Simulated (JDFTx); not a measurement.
Crystal: ZrC.

```xyz
2
Lattice="0.0000 2.3650 2.3650 2.3650 0.0000 2.3650 2.3650 2.3650 0.0000" Properties=species:S:1:pos:R:3 pbc="T T T"
Zr    2.3650    2.3650    2.3650
C     0.0000    0.0000    0.0000
```

- Program: JDFTx 1.7.0 (patched build)
- Task: single point
- Functional: PBE
- Potentials or basis: PseudoDojo-SR-PBE-0.5-standard
- Cutoff: 1116 eV
- Density cutoff: 4463 eV
- k mesh: 10 × 10 × 10
- Occupations: fermi-dirac, width 0.05 eV
- Spin: no spin polarisation

On this cell: pressure -2.8 GPa; largest force zero by symmetry; band gap on the k mesh none (metal or under the smearing width).

The same run follows on a disturbed copy (atoms moved at random, drawn with an rms of 0.05 Å):

```
Zr C
1.0
     0.00000    2.36500    2.36500
     2.36500    0.00000    2.36500
     2.36500    2.36500    0.00000
Zr C
1 1
Direct
  0.49014 0.49591 0.50642
  0.98906 0.99528 0.02158
```

What does the disturbed cell give?

The energy (extrapolated to zero smearing) moves by +3.9 meV/atom; pressure -2.6 GPa; largest force 0.309 eV/Å; band gap on the k mesh none (metal or under the smearing width).

Forces in eV/Å, atoms in the order of the input:
```
Zr   0.221  0.215 -0.026
C   -0.221 -0.215  0.027
```

Stress tensor (GPa, compression positive):
```
-2.53 -0.14  0.02
-0.14 -2.55  0.02
 0.02  0.02 -2.79
```

Caveats: forces may be off by hundredths of an eV/Å (some runs).
